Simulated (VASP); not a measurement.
Here is a VASP 6.6.1 calculation.

File INCAR:

```
PREC     = Accurate       # precision mode
ENCUT    = 520            # plane-wave cutoff, eV
EDIFF    = 1E-6           # SCF threshold, eV
ISMEAR   = -1             # smearing method
SIGMA    = 0.05           # smearing width, eV
LREAL    = Auto         
LASPH    = True           # aspherical terms in the spheres
NELM     = 100            # most SCF steps
ALGO     = Fast           # electronic algorithm
ISIF     = 2              # what is computed and relaxed
LWAVE    = False          # write WAVECAR
LCHARG   = True           # write CHGCAR
GGA      = PE             # functional
IVDW     = 12             # dispersion correction
LELF     = True           # ELF
LVHAR    = True         
NBANDS   = 66             # bands
```

The input KPOINTS:

```
regular mesh
0
Gamma
  1 1 1
```

File POSCAR:

```
H4CO
1.0
    7.6185600000      0.0000000000      0.0000000000
    0.0000000000      7.6185600000      0.0000000000
    0.0000000000      0.0000000000      7.6185600000
C O H
6 6 24
Direct
    0.3066263785      0.9206737823      0.5245590204
    0.6947211095      0.5826832126      0.5528781851
    0.2882885884      0.3594133983      0.7850057801
    0.0173848246      0.2832915952      0.1968979112
    0.4794547030      0.7433056710      0.0828367310
    0.8024552370      0.0961382583      0.7890613550
    0.2921812299      0.7915757815      0.6611907423
    0.6221703163      0.4709008238      0.4211773899
    0.2995817764      0.1874849057      0.8586693760
   -0.1573577118      0.2372301517      0.2563146578
    0.3923279487      0.6115377991      0.1804976408
    0.6834803280      0.1019353707      0.9371655357
    0.4262186122      0.9963645726      0.5515281507
    0.1958345227      0.7139406581      0.6306306880
    0.3178172605      0.8580996033      0.3948609017
    0.1951326718      1.0129292504      0.5253091882
    0.5849090436      0.6533122617      0.6139994692
    0.7144336774      0.3948157325      0.3691091336
    0.7625172839      0.5069450312      0.6561144922
    0.7881112332      0.6788186486      0.4973050989
    0.1483719763      0.3850270701      0.7592940677
    0.4237529299      0.1643367786      0.8825294283
    0.3361355275      0.4608171472      0.8763714056
    0.3598217347      0.3698746190      0.6595029412
    0.0909341221      0.3339130358      0.3108149123
   -0.2231205551      0.1996602371      0.1510677037
    0.0865986950      0.1687094525      0.1431000770
    0.0138165819      0.3866745498      0.0952588332
    0.3914556574      0.7872651437     -0.0224915172
    0.4761827896      0.5620262134      0.2665779478
    0.5130820286      0.8585079100      0.1656176300
    0.6018537325      0.6936227528      0.0211642699
    0.7856033495      0.2190204120      0.7163747485
    0.6631707748     -0.0185981794      0.9741540448
    0.9399515946      0.0840339343      0.8322650890
    0.7697086269     -0.0129501857      0.7000679706
```

Potentials or basis: VASP PAW PBE potentials, release 64 (C, O, H).

Run with:

```bash
$ cat potpaw_PBE.64/C/POTCAR potpaw_PBE.64/O/POTCAR potpaw_PBE.64/H/POTCAR > POTCAR
$ mpirun -np 1 vasp_gam > vasp.out
```

(1) What does it give for the dispersion energy per atom?

(2) Estimate the largest force.

(3) What does it give for the band gap on the k mesh?

(4) Estimate the pressure.

Results:

(1) -0.031 eV.

(2) 0.207 eV/Å.

(3) 4.31 eV, direct.

(4) -0.6 GPa.
